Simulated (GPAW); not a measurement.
Runs of GPAW 26.7.0 on Ta. Symmetry: Im-3m, No. 229, cubic system. Conventional cell: a = 3.303 Å, b = 3.303 Å, c = 3.303 Å, α = 90.00°, β = 90.00°, γ = 90.00°. Ta (site symmetry m-3m) is surrounded by 8 Ta at 2.86 Å. 

| level | gap on the mesh (eV) | pressure (GPa) | relaxed volume (Å³/atom) |
| --- | --- | --- | --- |
| PBEsol+D3(BJ)+ATM | none | -0.1 | 17.22 |
| PBEsol+D3(BJ) | none | 0.0 | (b) |
| PBEsol+D4 | none | -0.1 | (a) |
| PBEsol+D3 | none | -0.1 | 17.19 |
| PBEsol | none | -0.1 | 17.66 |

Alike in all rows: task relaxation of cell and atoms; potentials or basis PAW data sets generated in the run's folder for this functional, pw; no spin polarisation; cell relaxed; k mesh 11 × 11 × 11; cutoff (eV) 600; smearing fermi-dirac 0.05 eV.

**Question.** Fill in the values left out.

**Answer.** (a) 17.53; (b) 17.10.

Caveats: later steps reuse the first step's grids; pairwise dispersion overbinds metals, which lowers pressure and volume (some runs).

A k mesh can miss the band edges, and the runs leave out spin-orbit coupling on Ta.

A gap of «none» marks a metal or a gap under the smearing width.
